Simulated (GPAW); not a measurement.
Here is a GPAW 26.7.0 calculation.

Contents of run.py:

```python
from ase.eos import EquationOfState
from ase.io import Trajectory, read
from ase.units import GPa
from gpaw import GPAW, PW, setup_paths

setup_paths.insert(0, '.')

atoms = read('Bi.cif')

traj = Trajectory('eos.traj', 'w')
volumes, energies = [], []
for x in [0.94, 0.96, 0.98, 1.0, 1.02, 1.04, 1.06]:
    a = atoms.copy()
    a.set_cell(atoms.cell * x**(1 / 3), scale_atoms=True)
    calc = GPAW(mode=PW(600),
                xc='PBEsol',
                kpts={'size': (9, 9, 9), 'gamma': True},
                occupations={'name': 'fermi-dirac', 'width': 0.05},
                nbands=15,
                convergence={'density': 1e-05, 'energy': 1e-05},
                maxiter=150,
                txt=f'eos-{x:.2f}.txt')
    a.calc = calc
    energies.append(a.get_potential_energy(force_consistent=True))
    volumes.append(a.get_volume())
    p = -a.get_stress()[:3].mean() / GPa
    calc.write(f'eos-{x:.2f}.gpw')
    traj.write(a)
    print(f'{x:.2f} {volumes[-1]:10.4f} A^3 {energies[-1]:14.6f} eV {p:9.3f} GPa', flush=True)

v0, e0, B = EquationOfState(volumes, energies, eos='birchmurnaghan').fit()
print(f'V0 = {v0:.4f} A^3, E0 = {e0:.6f} eV, B0 = {B / GPa:.2f} GPa')
```

The input Bi.cif:

```cif
data_Bi
_cell_length_a 3.43193835
_cell_length_b 3.43193835
_cell_length_c 3.43193835
_cell_angle_alpha 109.47122063
_cell_angle_beta 109.47122063
_cell_angle_gamma 109.47122063
_space_group_name_H-M_alt 'P1'
_space_group_name_Hall 'P 1'
_space_group_IT_number 1
loop_
_space_group_symop_operation_xyz
'x,y,z'
loop_
_atom_site_label
_atom_site_type_symbol
_atom_site_symmetry_multiplicity
_atom_site_Wyckoff_symbol
_atom_site_fract_x
_atom_site_fract_y
_atom_site_fract_z
_atom_site_occupancy
Bi1 Bi 1 a 0.0000000000 0.0000000000 0.0000000000 1
```

Potentials or basis: PAW data sets generated in the run's folder for this functional, pw.

Run with:

```bash
$ gpaw-setup -f PBEsol Bi
$ OMP_NUM_THREADS=1 python run.py
```

(1) Predict the bulk modulus.

(2) Estimate the pressure derivative of the bulk modulus.

(3) Predict the equilibrium volume.

## Answers

(1) 60 GPa.

(2) 4.2 (rough: it moves with the points fitted).

(3) 29.98 Å³/atom.
